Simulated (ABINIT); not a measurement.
# NaCl (Fm-3m): G0W0 in ABINIT against the k mesh, part 2 of 2

Wanted: the cheapest k mesh that holds the gap of NaCl (Fm-3m).

ABINIT 10.8.3; PBE and many-body steps on it, plane waves. Known limits of the many-body steps: not at the basis limit; coarse k mesh.

So far. Step 5 (Empty states on the mesh, 8×8×8 mesh, 88 bands): On this mesh the gap is 5.150 eV. Step 6 (Screening, 2×2×2 mesh, 80 bands, screening to 163.3 eV): Local fields lower ε∞ by 13 %. On a Γ-centred mesh this coarse the value itself is usually too large, while a short band sum pulls it down.

The database entry behind the starting cell differs from later determinations by our own check (an axis about 0.4 % short against later determinations), so it need not match the best structure at ambient conditions.

## 8. Screening, 4×4×4 mesh, 80 bands, screening to 163.3 eV

This step: RPA screening on PBE, plane waves, norm-conserving pseudopotentials.

Contents of run.abi:

```
acell 3*1.0 Angstrom
rprim 
  0.000000000000 2.810000000000 2.810000000000
  2.810000000000 0.000000000000 2.810000000000
  2.810000000000 2.810000000000 0.000000000000
ntypat 2
znucl 11 17
natom 2
typat 1 2
xred 
  0.000000000000 0.000000000000 0.000000000000
  0.500000000000 0.500000000000 0.500000000000
pp_dirpath "pseudos"
pseudos "Na.upf, Cl.upf"
ecut 38
ngkpt 4 4 4
nshiftk 1
shiftk 0 0 0
kptopt 1
chksymbreak 0
istwfk *1
occopt 1
irdwfk 1
optdriver 3
nband 80
ecuteps 6
inclvkb 2
awtr 1
symchi 1
indata_prefix "in"
outdata_prefix "out"
tmpdata_prefix "tmp"
```

Run with:

```bash
> OMP_NUM_THREADS=1 mpirun -n 4 abinit run.abi > log
```

Numbers of over 12 decimals in the logs are rounded to 6 here.

Log:

```text
.Version 10.8.3 of ABINIT. v10.8.2 released Aug 2026.

 Symmetries : space group Fm -3 m (#225); Bravais cF (face-center cubic)
[... echo of the input left out ...]
== DATASET  1 ==================================================================
-   mpi_nproc: 4, omp_nthreads: 1 (-1 if OMP is not activated)

--- !DatasetInfo
iteration_state: {dtset: 1, }
dimensions: {natom: 2, nkpt: 8, mband: 80, nsppol: 1, nspinor: 1, nspden: 1, mpw: 3383, }
cutoff_energies: {ecut:  38.0, pawecutdg:  -1.0, }
electrons: {nelect:   1.60000000E+01, charge:   0.00000000E+00, occopt:   1.00000000E+00, tsmear:   1.00000000E-02, }

 SCREENING: Calculation of the susceptibility and dielectric matrices

 Based on a program developped by R.W. Godby, V. Olevano, G. Onida, and L. Reining.
 Incorporated in ABINIT by V. Olevano, G.-M. Rignanese, and M. Torrent.
.Using double precision arithmetic ; gwpc =  8

[... cell and pseudopotentials left out ...]
--------------------------------------------------------------------------------

 ==== K-mesh for the wavefunctions ====
 Number of points in the irreducible wedge :     8
[... list of points left out ...]
 Together with 48 symmetry operations and time-reversal symmetry
 yields    64 points in the full Brillouin Zone.

 ==== Q-mesh for the screening function ====
 Number of points in the irreducible wedge :     8
[... list of points left out ...]
 Together with 48 symmetry operations and time-reversal symmetry
 yields    64 points in the full Brillouin Zone.

 setmesh: FFT mesh size selected  =    30x   30x   30
          total number of points  =        27000

 vcoul_init : cutoff-mode = AUXILIARY_FUNCTION
 q-points for optical limit:   1
     1)      0.000010    0.000020    0.000030

- screening: taking advantage of time-reversal symmetry
- Maximum band index for partially occupied states nbvw = 8
- Remaining bands to be divided among processors   nbcw = 72
- Number of bands treated by each node ~18

 Number of electrons calculated from density =   16.0000; Expected =   16.0000
 average of density, n =  0.053429
 r_s =    1.6471
 omega_plasma =   22.2968 [eV]

 calculating chi0 at frequencies [eV] :
  1    0.000000E+00    0.000000E+00
  2    0.000000E+00    2.229681E+01

--------------------------------------------------------------------------------
  q-point number  1        q = ( 0.000000, 0.000000, 0.000000) [r.l.u.]
--------------------------------------------------------------------------------
[... chi0 elements left out ...]
 For q-point:  0.000010 0.000020 0.000030
  dielectric constant =   2.3807
  dielectric constant without local fields =   2.7950

  Average fulfillment of the sum rule on Im[epsilon] for q-point    1 :     56.01  [%]
[... wings left out ...]
  q-point number  2        q = ( 0.250000, 0.000000, 0.000000) [r.l.u.]
--------------------------------------------------------------------------------
[... chi0 elements left out ...]
  Average fulfillment of the sum rule on Im[epsilon] for q-point    2 :     65.39  [%]

 [... 6 further q-points ...]
```

Wall time 16 s (4 MPI ranks of Arm Neoverse V1, shared host); peak memory 0.74 GiB.

This step gave:

```
ε∞ with local fields, on this mesh, along the program's q direction : 2.381
the same without local fields                                       : 2.795
plasma frequency                                                    : 22.30 eV
plane waves in the screening matrix                                 : 181
```

## 9. 4×4×4

The self-energy is evaluated for the states that the input lists, and the levels follow from it, in one-shot runs by the linearised quasiparticle equation.

This step: G0W0 on PBE, plane waves, norm-conserving pseudopotentials.

Edit run.abi of step 8 so:

```diff
@@ -23,8 +23,15 @@
 irdwfk 1
-optdriver 3
+optdriver 4
 nband 80
+gwcalctyp 0
+ecutsigx 38
+symsigma 1
+nkptgw 1
+kptgw 
+  0.0000000000 0.0000000000 0.0000000000
+bdgw 
+  6 12
 ecuteps 6
-inclvkb 2
-awtr 1
-symchi 1
+irdscr 1
+ppmodel 1
 indata_prefix "in"
```

Log:

```text
.Version 10.8.3 of ABINIT. v10.8.2 released Aug 2026.

 Symmetries : space group Fm -3 m (#225); Bravais cF (face-center cubic)
[... echo of the input left out ...]
== DATASET  1 ==================================================================
-   mpi_nproc: 4, omp_nthreads: 1 (-1 if OMP is not activated)

--- !DatasetInfo
iteration_state: {dtset: 1, }
dimensions: {natom: 2, nkpt: 8, mband: 80, nsppol: 1, nspinor: 1, nspden: 1, mpw: 3383, }
cutoff_energies: {ecut:  38.0, pawecutdg:  -1.0, }
electrons: {nelect:   1.60000000E+01, charge:   0.00000000E+00, occopt:   1.00000000E+00, tsmear:   1.00000000E-02, }

 SIGMA: Calculation of the GW corrections

 Based on a program developped by R.W. Godby, V. Olevano, G. Onida, and L. Reining.
 Incorporated in ABINIT by V. Olevano, G.-M. Rignanese, and M. Torrent.
.Using double precision arithmetic ; gwpc =  8

[... cell and pseudopotentials left out ...]
--------------------------------------------------------------------------------

 ==== K-mesh for the wavefunctions ====
 Number of points in the irreducible wedge :     8
[... list of points left out ...]
 Together with 48 symmetry operations and time-reversal symmetry
 yields    64 points in the full Brillouin Zone.

 ==== Q-mesh for screening function ====
 Number of points in the irreducible wedge :     8
[... list of points left out ...]
 Together with 48 symmetry operations and time-reversal symmetry
 yields    64 points in the full Brillouin Zone.

 vcoul_init : cutoff-mode = AUXILIARY_FUNCTION
 q-points for optical limit:   1
     1)      0.000010    0.000020    0.000030
 setmesh: FFT mesh size selected  =    45x   45x   45
          total number of points  =        91125

 Number of electrons calculated from density =   16.0000; Expected =   16.0000
[...]
number of q-points in BZ                           64
 number of frequencies for dSigma/dE                 9
 frequency step for dSigma/dE [eV]                0.25
 number of omega for Sigma on real axis              0
 max omega for Sigma on real axis  [eV]           0.00
 zcut for avoiding poles [eV]                     0.10

 EPSILON^-1 parameters (SCR file):
 dimension of the eps^-1 matrix on file            181
 dimension of the eps^-1 matrix used               181
 number of plane-waves for wavefunctions          3383
 number of bands                                    80
 number of q-points in IBZ                           8
 number of frequencies                               2
 number of real frequencies                          1
 number of imag frequencies                          1

 matrix elements of self-energy operator (all in [eV])

 Perturbative Calculation

--- !SelfEnergy_ee
iteration_state: {dtset: 1, }
kpoint     : [   0.000,    0.000,    0.000, ]
spin       : 1
KS_gap     :    5.150
QP_gap     :    7.989
Delta_QP_KS:    2.839
data: !SigmaeeData |
     Band     E0 <VxcDFT>   SigX SigC(E0)      Z dSigC/dE  Sig(E)    E-E0       E
        6  -0.539 -14.493 -18.927   2.041   0.812  -0.231 -16.437  -1.943  -2.482
        7  -0.539 -14.493 -18.927   2.041   0.812  -0.231 -16.437  -1.943  -2.482
        8  -0.539 -14.493 -18.927   2.041   0.812  -0.231 -16.437  -1.943  -2.482
        9   4.611  -8.178  -4.163  -2.978   0.865  -0.157  -7.282   0.896   5.507
       10  10.523  -8.376  -3.599  -3.176   0.861  -0.162  -6.999   1.378  11.901
       11  10.523  -8.376  -3.599  -3.176   0.861  -0.162  -6.999   1.378  11.901
       12  10.523  -8.376  -3.599  -3.176   0.861  -0.162  -6.999   1.378  11.901

== END DATASET(S) ==============================================================
================================================================================

 -outvars: echo values of variables after computation  --------
           etotal      0.0000000000E+00
            nband          80
             nkpt           8
          spgroup         225
 [... the other variables as echoed above ...]

 Calculation completed.
```

Wall time 4.6 s (4 MPI ranks); peak memory 0.58 GiB; 18 s of CPU time.

This step gave:

```
G0W0 gap on the points computed              : 7.989 eV
starting gap on the mesh                     : 5.150 eV
k of the valence top                         : 0, 0, 0
k of the conduction bottom                   : 0, 0, 0
Z at the valence top                         : 0.812
Z at the conduction bottom                   : 0.865
least direct G0W0 gap on the computed points : 7.989 eV
```

The gap on the mesh goes from 5.15 eV to 7.99 eV, a correction of +2.84 eV.

## 10. Screening, 6×6×6 mesh, 80 bands, screening to 163.3 eV

This step: RPA screening on PBE, plane waves, norm-conserving pseudopotentials.

Edit run.abi of step 9 so:

```diff
@@ -15,3 +15,3 @@
 ecut 38
-ngkpt 4 4 4
+ngkpt 6 6 6
 nshiftk 1
@@ -23,15 +23,8 @@
 irdwfk 1
-optdriver 4
+optdriver 3
 nband 80
-gwcalctyp 0
-ecutsigx 38
-symsigma 1
-nkptgw 1
-kptgw 
-  0.0000000000 0.0000000000 0.0000000000
-bdgw 
-  6 12
 ecuteps 6
-irdscr 1
-ppmodel 1
+inclvkb 2
+awtr 1
+symchi 1
 indata_prefix "in"
```

Log:

```text
.Version 10.8.3 of ABINIT. v10.8.2 released Aug 2026.

 Symmetries : space group Fm -3 m (#225); Bravais cF (face-center cubic)
[... echo of the input left out ...]
== DATASET  1 ==================================================================
-   mpi_nproc: 4, omp_nthreads: 1 (-1 if OMP is not activated)

--- !DatasetInfo
iteration_state: {dtset: 1, }
dimensions: {natom: 2, nkpt: 16, mband: 80, nsppol: 1, nspinor: 1, nspden: 1, mpw: 3383, }
cutoff_energies: {ecut:  38.0, pawecutdg:  -1.0, }
[...]
--------------------------------------------------------------------------------
[... chi0 elements left out ...]
 For q-point:  0.000010 0.000020 0.000030
  dielectric constant =   2.3480
  dielectric constant without local fields =   2.7609

  Average fulfillment of the sum rule on Im[epsilon] for q-point    1 :     56.03  [%]
[... wings left out ...]
  q-point number  2        q = ( 0.166667, 0.000000, 0.000000) [r.l.u.]
--------------------------------------------------------------------------------
[... chi0 elements left out ...]
  Average fulfillment of the sum rule on Im[epsilon] for q-point    2 :     67.79  [%]

 [... 14 further q-points ...]
```

The job ended after 98 s (4 MPI ranks; peak memory 1.2 GiB; 6.5 min of CPU time).

This step gave:

```yaml
eps_infinity_with_local_fields_on_this_mesh_along_the_program_s_q_direction: 2.348
the_same_without_local_fields: 2.761
plasma_frequency: 22.30 eV
plane_waves_in_the_screening_matrix: 181
```

## 11. 6×6×6

This step: G0W0 on PBE, plane waves, norm-conserving pseudopotentials.

Edit run.abi of step 10 so:

```diff
@@ -23,8 +23,15 @@
 irdwfk 1
-optdriver 3
+optdriver 4
 nband 80
+gwcalctyp 0
+ecutsigx 38
+symsigma 1
+nkptgw 1
+kptgw 
+  0.0000000000 0.0000000000 0.0000000000
+bdgw 
+  6 12
 ecuteps 6
-inclvkb 2
-awtr 1
-symchi 1
+irdscr 1
+ppmodel 1
 indata_prefix "in"
```

Log:

```text
.Version 10.8.3 of ABINIT. v10.8.2 released Aug 2026.

 Symmetries : space group Fm -3 m (#225); Bravais cF (face-center cubic)
[... echo of the input left out ...]
== DATASET  1 ==================================================================
-   mpi_nproc: 4, omp_nthreads: 1 (-1 if OMP is not activated)

--- !DatasetInfo
iteration_state: {dtset: 1, }
dimensions: {natom: 2, nkpt: 16, mband: 80, nsppol: 1, nspinor: 1, nspden: 1, mpw: 3383, }
cutoff_energies: {ecut:  38.0, pawecutdg:  -1.0, }
[...]
10  10.523  -8.377  -3.612  -3.183   0.859  -0.164  -7.018   1.359  11.882
       11  10.523  -8.377  -3.612  -3.183   0.859  -0.164  -7.018   1.359  11.882
       12  10.523  -8.377  -3.612  -3.183   0.859  -0.164  -7.018   1.359  11.882

== END DATASET(S) ==============================================================
================================================================================

 -outvars: echo values of variables after computation  --------
           etotal      0.0000000000E+00
            nband          80
             nkpt          16
          spgroup         225
 [... the other variables as echoed above ...]

 Calculation completed.
```

Run time: 7.1 s. Hardware: 4 MPI ranks; peak memory 1 GiB.

This step gave:

```yaml
g0w0_gap_on_the_points_computed: 7.999 eV
starting_gap_on_the_mesh: 5.150 eV
k_of_the_valence_top: 0, 0, 0
k_of_the_conduction_bottom: 0, 0, 0
least_direct_g0w0_gap_on_the_computed_points: 7.999 eV
```

Against the run before, the gap moves by +0.010 eV.

## 12. Screening, 8×8×8 mesh, 80 bands, screening to 163.3 eV

This step: RPA screening on PBE, plane waves, norm-conserving pseudopotentials.

Edit run.abi of step 11 so:

```diff
@@ -15,3 +15,3 @@
 ecut 38
-ngkpt 6 6 6
+ngkpt 8 8 8
 nshiftk 1
@@ -23,15 +23,8 @@
 irdwfk 1
-optdriver 4
+optdriver 3
 nband 80
-gwcalctyp 0
-ecutsigx 38
-symsigma 1
-nkptgw 1
-kptgw 
-  0.0000000000 0.0000000000 0.0000000000
-bdgw 
-  6 12
 ecuteps 6
-irdscr 1
-ppmodel 1
+inclvkb 2
+awtr 1
+symchi 1
 indata_prefix "in"
```

Log:

```text
.Version 10.8.3 of ABINIT. v10.8.2 released Aug 2026.

 Symmetries : space group Fm -3 m (#225); Bravais cF (face-center cubic)
[... echo of the input left out ...]
== DATASET  1 ==================================================================
-   mpi_nproc: 4, omp_nthreads: 1 (-1 if OMP is not activated)

--- !DatasetInfo
iteration_state: {dtset: 1, }
dimensions: {natom: 2, nkpt: 29, mband: 80, nsppol: 1, nspinor: 1, nspden: 1, mpw: 3383, }
cutoff_energies: {ecut:  38.0, pawecutdg:  -1.0, }
[...]
--------------------------------------------------------------------------------
[... chi0 elements left out ...]
 For q-point:  0.000010 0.000020 0.000030
  dielectric constant =   2.3455
  dielectric constant without local fields =   2.7584

  Average fulfillment of the sum rule on Im[epsilon] for q-point    1 :     56.03  [%]
[... wings left out ...]
  q-point number  2        q = ( 0.125000, 0.000000, 0.000000) [r.l.u.]
--------------------------------------------------------------------------------
[... chi0 elements left out ...]
  Average fulfillment of the sum rule on Im[epsilon] for q-point    2 :     68.91  [%]

 [... 27 further q-points ...]
```

Wall time 7.5 min (4 MPI ranks); peak memory 2 GiB; 30 min of CPU time.

Numbers from this step:

```
ε∞ with local fields, on this mesh, along the program's q direction : 2.345
the same without local fields                                       : 2.758
plasma frequency                                                    : 22.30 eV
plane waves in the screening matrix                                 : 181
```

## 13. 8×8×8

This step: G0W0 on PBE, plane waves, norm-conserving pseudopotentials.

Edit run.abi of step 12 so:

```diff
@@ -23,8 +23,15 @@
 irdwfk 1
-optdriver 3
+optdriver 4
 nband 80
+gwcalctyp 0
+ecutsigx 38
+symsigma 1
+nkptgw 1
+kptgw 
+  0.0000000000 0.0000000000 0.0000000000
+bdgw 
+  6 12
 ecuteps 6
-inclvkb 2
-awtr 1
-symchi 1
+irdscr 1
+ppmodel 1
 indata_prefix "in"
```

Log:

```text
.Version 10.8.3 of ABINIT. v10.8.2 released Aug 2026.

 Symmetries : space group Fm -3 m (#225); Bravais cF (face-center cubic)
[... echo of the input left out ...]
== DATASET  1 ==================================================================
-   mpi_nproc: 4, omp_nthreads: 1 (-1 if OMP is not activated)

--- !DatasetInfo
iteration_state: {dtset: 1, }
dimensions: {natom: 2, nkpt: 29, mband: 80, nsppol: 1, nspinor: 1, nspden: 1, mpw: 3383, }
cutoff_energies: {ecut:  38.0, pawecutdg:  -1.0, }
[...]
10  10.523  -8.377  -3.615  -3.183   0.859  -0.165  -7.022   1.356  11.879
       11  10.523  -8.377  -3.615  -3.183   0.859  -0.165  -7.022   1.356  11.879
       12  10.523  -8.377  -3.615  -3.183   0.859  -0.165  -7.022   1.356  11.879

== END DATASET(S) ==============================================================
================================================================================

 -outvars: echo values of variables after computation  --------
           etotal      0.0000000000E+00
            nband          80
             nkpt          29
          spgroup         225
 [... the other variables as echoed above ...]

 Calculation completed.
```

Run time: 11 s. Hardware: 4 MPI ranks; peak memory 1.8 GiB; 44 s of CPU time.

Numbers from this step:

```
G0W0 gap on the points computed              : 7.999 eV
starting gap on the mesh                     : 5.150 eV
k of the valence top                         : 0, 0, 0
k of the conduction bottom                   : 0, 0, 0
least direct G0W0 gap on the computed points : 7.999 eV
```

Against the run before, the gap moves by +0.000 eV.

## 14. Side by side

Times are wall times on 4 MPI ranks of Arm Neoverse V1, shared host, good to a factor of about two. A run's time includes the screening step that it read.

| run | mesh | bands | screening cutoff (eV) | DFT gap (eV) | gap on the mesh (eV) | direct (eV) | ε∞ used | time |
| --- | --- | --- | --- | --- | --- | --- | --- | --- |
| 2×2×2 | 2×2×2 | 80 | 163.3 | 5.150 | 7.674 | 7.674 | 3.05 | 6.4 s |
| 4×4×4 | 4×4×4 | 80 | 163.3 | 5.150 | 7.989 | 7.989 | 2.38 | 21 s |
| 6×6×6 | 6×6×6 | 80 | 163.3 | 5.150 | 7.999 | 7.999 | 2.35 | 1.7 min |
| 8×8×8 | 8×8×8 | 80 | 163.3 | 5.150 | 7.999 | 7.999 | 2.35 | 7.7 min |

## 15. Summary of results

* 2×2×2: 7.674 eV
* 4×4×4: 7.989 eV
* 6×6×6: 7.999 eV
* 8×8×8: 7.999 eV
* known limits: not at the basis limit; coarse k mesh

In words: The setting moved: k mesh. From 2×2×2 to 8×8×8 the gap moves by +0.33 eV, for 72 times the time. It holds to 0.03 eV from 4×4×4 on. Bands and screening cutoff are coupled, so a series along one setting does not show full convergence. Bands and cutoff are finite, so the gap is not at the basis limit. The miss can reach some tenths of an eV and take either sign; the mesh is an error of its own. In the G0W0 runs levels were corrected at 1 k point alone, so a gap called «on the mesh» is the least over those, and an edge elsewhere would be missed. The 2×2×2 mesh is coarse for this cell, which bears on the long-range parts of exchange and screening.

[Paths, hosts, dates, memory and timing lines, banners, echoed tables and standing remarks are left out of the program output.]

[Logs are printed without paths, hosts, clocks, repeated set-up lines and the standing remarks that a program may print on its own settings, such as how far it seeks lower states.]

[Runs of the session that timed out or met a known fault of the program may be left out.]

[Hosts, paths, dates, database ids (printed as entryN), source tags and the programs' standing remarks are cut or masked in the printed files.]

[G0W0 gaps are taken among the corrected bands and points alone; a level outside them can change the order at an edge.]

[Where Ansatz stands beside ABINIT at settings called matched, ABINIT's density can come from a denser mesh and the files from another edition; pairs whose starting gaps differed by over 0.03 eV were left out, so agreement reads better than it is.]
